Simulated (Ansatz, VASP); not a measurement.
**C in VASP and in Ansatz**

```
C
1.0
     1.69537    0.00000    0.00000
    -0.84768    1.46823    0.00000
     0.00000    0.00000    6.05232
C
2
Direct
  0.33333 0.66667 0.25000
  0.66667 0.33333 0.75000
```

Alike in both runs: task single point; functional LDA; k mesh 21 × 21 × 5; occupations fermi-dirac, width 0.1 eV; non-collinear spin, spin-orbit coupling.

```csv
,VASP,Ansatz
version,VASP 6.6.1,Ansatz 0.2.0
potentials or method,"VASP PAW LDA potentials, release 64 (C)","plane waves (420 eV) with PAW, fully relativistic with spin-orbit coupling"
plane-wave cutoff (eV),520,420
valence electrons in the cell,8,8
```

```tsv
	VASP	Ansatz	Ansatz less VASP
net moment per atom (μB)	0.00	0.00	0.000
```

Ansatz warned: «pseudo_functional_mismatch».
